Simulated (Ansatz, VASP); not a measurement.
## Si in VASP and in Ansatz

Contents of INCAR:

```
PREC = Accurate ; ENCUT = 520
EDIFF = 1E-6 ; ISMEAR = -1
SIGMA = 0.1 ; LREAL = F
LASPH = T ; NELM = 60
ALGO = Normal ; ISIF = 2
LWAVE = F ; LCHARG = F
GGA = B5 ; ALDAX = 1.0
AGGAX = 1.0 ; AGGAC = 1.0
ALDAC = 0.0 ; NBANDS = 8
```

The input KPOINTS:

```
regular mesh
0
Gamma
  14 14 14
```

Contents of POSCAR:

```
Si
1.0
    2.6568076021      0.0000000000      0.0000000000
    0.0000000000      2.6568076021      0.0000000000
    0.0000000000      0.0000000000      2.6568076021
Si
1
Direct
    0.0000000000      0.0000000000      0.0000000000
```

Input for Ansatz:

```yaml
crystal:
  lattice:
    - [2.6568076021, 0.0, 0.0]
    - [0.0, 2.6568076021, 0.0]
    - [0.0, 0.0, 2.6568076021]
  atoms:
    - { symbol: Si, position: [0.0, 0.0, 0.0] }
hamiltonian:
  xc: blyp
  pseudopotentials:
    kind: paw
    azcp:
      Si: "pseudopotentials/Si.paw.azcp"
basis:
  ecutwfc: 420
  fft_grid_basis: typed
kpoints:
  mp_grid: { grid: [14, 14, 14], shift: [0, 0, 0] }
magnetization:
  spin_polarized: false
scf:
  occupations: { method: fermi_dirac, width: 0.1 }
  lower_state_search: "off"
output:
  stress: true
```

Alike in both runs: task single point; functional BLYP; k mesh 14 × 14 × 14; occupations fermi-dirac, width 0.1 eV; no spin polarisation.

|  | VASP | Ansatz |
| --- | --- | --- |
| version | VASP 6.6.1 | Ansatz 0.2.0 |
| potentials or method | VASP PAW PBE potentials, release 64 (Si) | plane waves (420 eV) with PAW, scalar-relativistic |
| plane-wave cutoff (eV) | 520 | 420 |
| valence electrons in the cell | 4 | 4 |

VASP gave:

```
pressure (GPa) : -4.5
```

Question: Estimate Ansatz's values.

Answer: Pressure (GPa): -4.7.

The functional is the same, so the differences come from potentials, cutoffs and numerics.

Caveats: the PAW data sets were made with another functional, which shifts forces and pressure a little (VASP).
